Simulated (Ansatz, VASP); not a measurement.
**One calculation of Pb, two programs**

```
Pb
1.0
     3.25712    0.00000    0.00000
     1.08618    3.07068    0.00000
     1.08618    0.76792    2.97311
Pb
1
Direct
  0.00000 0.00000 0.00000
```

Alike in both runs: task single point; functional PBE; k mesh 11 × 11 × 11; occupations gaussian, width 0.2555 eV; no spin polarisation.

```csv
,VASP,Ansatz
version,VASP 6.6.1,Ansatz 0.2.0
potentials or method,"VASP PAW PBE potentials, release 64 (Pb_d)",PAW plane waves
plane-wave cutoff (eV),520,420
valence electrons in the cell,14,14
```

Ansatz gave:

```
pressure (GPa)                                  : 5.2
largest component of the traceless stress (GPa) : 2.42
```

Problem. What did VASP give for the same quantities?

Solution. Pressure (GPa): 5.1; largest component of the traceless stress (GPa): 2.42.

Ansatz warned: «structure_snapped_to_symmetry».

Spin-orbit coupling is left out, which matters for the levels of Pb.
